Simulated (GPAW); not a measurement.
# GaN (F-43m) in GPAW: notebook

The runs below take GaN through band structure, equation of state, with BP86, r2SCAN, revPBE+D4, PBE.

Everything below comes from runs of GPAW 26.7.0. Logs are shortened: lines on timing, memory, paths and dates and some standing lists are left out, and cuts for length are marked. The log counts tension as positive stress, the text compression.

**Measured values to compare with.**

From a printed reference work, textbook, for a bulk crystal of GaN at 0 K: band gap 3.299 eV (direct).

How close the calculation comes is told below.

### Step 1. The crystal as given

It takes space group F-43m (No. 216, cubic). The conventional cell has a = 4.507 Å, b = 4.507 Å, c = 4.507 Å, α = 90.00°, β = 90.00°, γ = 90.00°. Around Ga (site symmetry -43m) lie 4 N at 1.95 Å. N (site symmetry -43m) is surrounded by 4 Ga at 1.95 Å.

The cell is a database's computed one.

### Step 2. Band structure, BP86, spin-orbit coupling, no magnetisation

The input, run.py:

```python
import numpy as np
from ase import Atoms
from ase.dft.bandgap import bandgap
from ase.io import write
from ase.units import GPa
from gpaw import GPAW, PW, setup_paths
from gpaw.spinorbit import soc_eigenstates

setup_paths.insert(0, '.')

atoms = Atoms(['Ga', 'N'],
              cell=[[0.0, 2.2535006075, 2.2535006075],
                    [2.2535006075, 0.0, 2.2535006075],
                    [2.2535006075, 2.2535006075, 0.0]],
              scaled_positions=[[0.0, 0.0, 0.0],
                                [0.25, 0.25, 0.25]],
              pbc=True)

calc = GPAW(mode=PW(800),
            xc='GGA_X_B88+GGA_C_P86',
            kpts={'size': (10, 10, 10), 'gamma': True},
            occupations={'name': 'fermi-dirac', 'width': 0.05},
            nbands=11,
            convergence={'density': 1e-05, 'energy': 1e-05},
            maxiter=150,
            txt='gpaw.txt')
atoms.calc = calc
energy = atoms.get_potential_energy()
forces = atoms.get_forces()
stress = atoms.get_stress()
calc.write('gs.gpw')
write('result.traj', atoms)
print(f'Energy: {energy:.6f} eV')
print('Forces (eV/A):')
print(forces.round(4))
print('Stress (GPa):', (stress / GPa).round(3))
print('Fermi level:', round(calc.get_fermi_level(), 4), 'eV')
print(f'Gap: {bandgap(calc)[0]:.4f} eV, direct: {bandgap(calc, direct=True)[0]:.4f} eV')

path = atoms.cell.bandpath('GXWKGLUWLK,UX', npoints=60, eps=1e-4)
bs_calc = calc.fixed_density(kpts=path, symmetry='off', nbands=19,
                             convergence={'bands': 'CBM+6.0', 'eigenstates': 1e-6}, txt='bands.txt')
bs = bs_calc.band_structure()
bs.write('bs.json')
print(f'Gap on the path: {bandgap(bs_calc)[0]:.4f} eV')

soc = soc_eigenstates(bs_calc, theta=90, phi=45)
np.savetxt('soc_bands.dat', soc.eigenvalues(), fmt='%.4f')
mesh = soc_eigenstates('gs.gpw', theta=90, phi=45)
np.savetxt('soc_mesh.dat', mesh.eigenvalues(), fmt='%.4f')
print('Fermi level with spin-orbit coupling:', round(mesh.fermi_level, 4), 'eV')
```

Potentials or basis: PAW data sets generated in the run's folder for this functional, pw.

Command:

```bash
$ gpaw-setup -f GGA_X_B88+GGA_C_P86 Ga N
$ OMP_NUM_THREADS=1 python run.py
```

gpaw.txt:

```text
__  _  _
 | _ |_)|_||  |
 |__||  | ||/\| - 26.7.0

Input parameters:
  mode=PW(ecut=800.0),
  convergence={'density': 1e-05, 'energy': 1e-05},
  kpts=MonkhorstPack(size=(10, 10, 10), gamma=True),
  maxiter=150,
  nbands=11,
  occupations=Occupations(name='fermi-dirac', width=0.05),
  xc=XC(name='GGA_X_B88+GGA_C_P86')

Diagonalizing LCAO Hamiltonian
Converting LCAO to pw mode

           N
       Ga

Atoms  # Å, Bohr magnetons
|   | symbol |        x |        y |        z |    initial magnetic moments |
|---|--------|----------|----------|----------|-----------------------------|
| 0 |     Ga | 0.000000 | 0.000000 | 0.000000 | ( 0.0000,  0.0000,  0.0000) |
| 1 |      N | 1.126750 | 1.126750 | 1.126750 | ( 0.0000,  0.0000,  0.0000) |

Unit cell  # Å
| periodic |        x |        y |        z |  lengths |    angles |
|----------|----------|----------|----------|----------|-----------|
|      yes | 0.000000 | 2.253501 | 2.253501 | 3.186931 | 60.000000 |
|      yes | 2.253501 | 0.000000 | 2.253501 | 3.186931 | 60.000000 |
|      yes | 2.253501 | 2.253501 | 0.000000 | 3.186931 | 60.000000 |

Number of symmetries: 24
Symmetry operations  # r_c * U_cc + t_c -> r_c
|    | kind |            matrix            |
|----|------|------------------------------|
|  0 |  E   |  1, 0, 0,  0, 1, 0,  0, 0, 1 |
|  1 |  σ   |  1, 0, 0,  0, 0, 1,  0, 1, 0 |
|  2 |  σ   |  1, 0,-1,  0, 1,-1,  0, 0,-1 |
|  3 |  C3  |  1, 0,-1,  0, 0,-1,  0, 1,-1 |
|  4 |  C3  |  1,-1, 0,  0,-1, 1,  0,-1, 0 |
|  5 |  σ   |  1,-1, 0,  0,-1, 0,  0,-1, 1 |
|  6 |  σ   |  0, 1, 0,  1, 0, 0,  0, 0, 1 |
|  7 |  C3  |  0, 1, 0,  0, 0, 1,  1, 0, 0 |
|  8 |  C2  |  0, 1,-1,  1, 0,-1,  0, 0,-1 |
|  9 |  S4  |  0, 1,-1,  0, 0,-1,  1, 0,-1 |
| 10 |  C3  |  0, 0, 1,  1, 0, 0,  0, 1, 0 |
| 11 |  σ   |  0, 0, 1,  0, 1, 0,  1, 0, 0 |
| 12 |  S4  |  0, 0,-1,  1, 0,-1,  0, 1,-1 |
| 13 |  C3  |  0, 0,-1,  0, 1,-1,  1, 0,-1 |
| 14 |  S4  |  0,-1, 1,  1,-1, 0,  0,-1, 0 |
| 15 |  C2  |  0,-1, 1,  0,-1, 0,  1,-1, 0 |
| 16 |  C3  |  0,-1, 0,  1,-1, 0,  0,-1, 1 |
| 17 |  S4  |  0,-1, 0,  0,-1, 1,  1,-1, 0 |
| 18 |  S4  | -1, 1, 0, -1, 0, 1, -1, 0, 0 |
| 19 |  C3  | -1, 1, 0, -1, 0, 0, -1, 0, 1 |
| 20 |  C3  | -1, 0, 1, -1, 1, 0, -1, 0, 0 |
| 21 |  S4  | -1, 0, 1, -1, 0, 0, -1, 1, 0 |
| 22 |  σ   | -1, 0, 0, -1, 1, 0, -1, 0, 1 |
| 23 |  C2  | -1, 0, 0, -1, 0, 1, -1, 1, 0 |

BZ-sampling:
  Number of BZ points: 1000
  Number of IBZ points: 47

  Monkhorst-Pack size: [10, 10, 10]
  Monkhorst-Pack shift: [0.05, 0.05, 0.05]

K-points  # in reciprocal-cell coordinates
|     |                                coordinates |     weight |
|-----|--------------------------------------------|------------|
|   0 | (  0.00000000,   0.00000000,   0.00000000) | 0.00100000 |
|   1 | (  0.10000000,   0.10000000,   0.00000000) | 0.00600000 |
|   2 | (  0.10000000,   0.10000000,   0.10000000) | 0.00800000 |
|   3 | (  0.20000000,   0.10000000,   0.10000000) | 0.01200000 |
|   4 | (  0.20000000,   0.20000000,   0.00000000) | 0.00600000 |
|   5 | (  0.20000000,   0.20000000,   0.10000000) | 0.02400000 |
|   6 | (  0.20000000,   0.20000000,   0.20000000) | 0.00800000 |
|   7 | (  0.30000000,   0.20000000,   0.10000000) | 0.02400000 |
|   8 | (  0.30000000,   0.20000000,   0.20000000) | 0.02400000 |
|   9 | (  0.30000000,   0.30000000,   0.00000000) | 0.00600000 |
| ... |                                            |            |
|  46 | (  0.50000000,   0.50000000,   0.50000000) | 0.00400000 |

Plane wave coefficients: 1243
Cutoff: 800.0 eV

Spin-components: 1 (collinear spins)
Bands:           11
Projectors:      10
Spin-degeneracy: 2
Datatype:        complex128

Parallelization:
  kpt:    1
  domain: 1
  band:   1

Density:
  Valence electrons: 8.0
  Components: 1
  Grid points: [21 21 21]
  Charge: 0.0  # |e|

Potential:
  Grid points: [21 21 21]

species:
  Ga:
    name:    Gallium
    Z:       31.0
    valence: 3
    core:    28
    charge:  0.0  # [|e|]
    compensation charges:
      type: gauss
      rc: 0.37  # [Å]
      lmax: 2
    cutoffs:
      filter: 2.06  # [Å]
      core: 4.17  # [Å]
    projectors
    | kind |    occ | energy [eV] | rcut [Å] |
    |------|--------|-------------|----------|
    |   4s |  2.000 |      -9.106 |    1.164 |
    |   4p |  1.000 |      -2.718 |    1.164 |
    |    s |        |      18.106 |    1.164 |
    |    p |        |      24.494 |    1.164 |
    |    d |        |       0.000 |    1.164 |

    Using partial waves for Ga as LCAO basis

  N:
    name:    Nitrogen
    Z:       7.0
    valence: 5
    core:    2
    charge:  0.0  # [|e|]
    compensation charges:
      type: gauss
      rc: 0.18  # [Å]
      lmax: 2
    cutoffs:
      filter: 1.11  # [Å]
      core: 0.96  # [Å]
    projectors
    | kind |    occ | energy [eV] | rcut [Å] |
    |------|--------|-------------|----------|
    |   2s |  2.000 |     -18.684 |    0.603 |
    |   2p |  3.000 |      -7.185 |    0.529 |
    |    s |        |       8.528 |    0.603 |
    |    p |        |      20.026 |    0.529 |
    |    d |        |       0.000 |    0.577 |

    Using partial waves for N as LCAO basis

Reference energy: -54383.570465  # eV

eigensolver:
  PPCG
  Converge bands: occupied
  niter=2

density mixing:
  MSR1-Mixer
  Pratt-step length: 0.05
  Maximum mixing coefficient: 0.75
  Old densities: 10
  SVD Regularization: 0.005
  Good broyden scale: 1.0
  Trust region scale: 1.0
  Backstep threshold: 4.0
  History deletion threshold: 6.0
  Fourier metric: weight=20.0, sigma=0.015

occupation numbers:
  Fermi-Dirac:
    width: 0.0500  # eV

poisson solver:
  ecut: 6400.0  # eV

xc functional:
  name: GGA_X_B88+GGA_C_P86 with 2 nearest neighbor stencil

convergence criteria:
- Maximum integral of absolute [dens]ity change: 1e-05 electrons / valence electron
- Maximum [total energy] change in last 3 cyles: 1e-05 eV / valence electron
- Maximum integral of absolute [eigenst]ate change: 4e-08 eV^2 / valence electron
maximum number of iterations: 150

SCF iterations
|iter     | |      energy | eigst |  dens |
|---------|-|-------------|-------|-------|
|iter:   1| |  -13.767320 | -0.18 |       |
|iter:   2| |  -13.263051 | -2.04 | -0.56 |
|iter:   3| |  -11.904508 | -0.69 | -0.62 |
|iter:   4| |  -11.898705 | -3.14 | -1.30 |
|iter:   5| |  -11.897193 | -3.52 | -1.56 |
|iter:   6| |  -11.897196 | -5.80 | -2.85 |
|iter:   7| |  -11.897202c| -6.46 | -3.20 |
|iter:   8| |  -11.897202c| -8.06c| -4.34 |
|iter:   9| |  -11.897202c| -8.65c| -5.05c|

Converged in 9 steps
Energy contributions relative to reference atoms: (reference = -54383.570465)

Energy contributions:
  Kinetic:          34.685798
  Coulomb:         -30.629490
  Zero:              0.146935
  External:          0.000000
  Xc:              -16.100445
  Entropy:          -0.000000
  Spinorbit:         0.000000
  ----------------------------
  Free energy:     -11.897202
  Extrapolated:    -11.897202

dipole moment: (-12.585869, -12.585869, -12.585869)  # |e|*Ang

Fermi level: 7.214
Eigenvalues  # (at kpt = [0.000, 0.000, 0.000])
| band index |      eig [eV] | occ [0-2] |
|------------|---------------|-----------|
|          0 |        -9.567 |     2.000 |
|          1 |         6.291 |     2.000 |
|          2 |         6.291 |     2.000 |
|          3 |         6.291 |     2.000 |
|          4 |         8.138 |     0.000 |
|          5 |        16.661 |     0.000 |
|          6 |        16.661 |     0.000 |
|          7 |        16.661 |     0.000 |
|          8 |        24.013 |     0.000 |
|          9 |        24.784 |     0.000 |
|         10 |        24.787 |     0.000 |

Gap: 1.847 eV
Transition (v -> c):
  (s=0, k=0, n=3, [0.00, 0.00, 0.00]) -> (s=0, k=0, n=4, [0.00, 0.00, 0.00])
No difference between direct/indirect transitions

Forces  # eV/Ang
|        x |        y |        z |
|----------|----------|----------|
| -0.00000 | -0.00000 | -0.00000 |  # Ga   0
|  0.00000 | -0.00000 |  0.00000 |  # N    1

Stress tensor  # eV/Ang^3
|         x |         y |         z |
|-----------|-----------|-----------|
| -0.076210 | -0.000000 |  0.000000 |
| -0.000000 | -0.076210 |  0.000000 |
|  0.000000 |  0.000000 | -0.076210 |

# Writing to gs.gpw (mode='')
```

Run time: 23 s. Hardware: 1 thread of Intel Xeon Platinum 8488C (Sapphire Rapids), shared host; peak memory 0.23 GiB.

Results:

```yaml
Free_energy: -11.8972 eV
Pressure: 12.2 GPa
Band_gap_on_the_k_mesh: 1.84 eV, direct
Band_gap_along_the_path: 1.84 eV, direct
```

Levels at the corners of the path, in eV from the valence-band top:
```csv
point,band 6,band 7,band 8,band 9,band 10,band 11
Γ,0.00,0.00,0.00,1.84,1.84,10.13
X,-2.68,-2.63,-2.63,3.44,3.44,6.73
W,-3.75,-3.59,-3.53,6.35,6.36,8.46
K,-4.22,-2.15,-2.14,5.10,5.10,7.95
Γ,0.00,0.00,0.00,1.84,1.84,10.13
L,-0.98,-0.94,-0.94,4.72,4.72,8.87
U,-4.22,-2.15,-2.14,5.10,5.10,7.95
W,-3.75,-3.59,-3.53,6.35,6.36,8.46
L,-0.98,-0.94,-0.94,4.72,4.72,8.87
K,-4.22,-2.15,-2.14,5.10,5.10,7.95
U,-4.22,-2.15,-2.14,5.10,5.10,7.95
X,-2.68,-2.63,-2.63,3.44,3.44,6.73
```

Caveat: spin-orbit coupling was added after a scalar SCF, so levels and gaps hold it while energy, forces, pressure and moments don't; this program's spin-orbit splittings come out too wide for heavy elements.

[end of part 1 of 2]
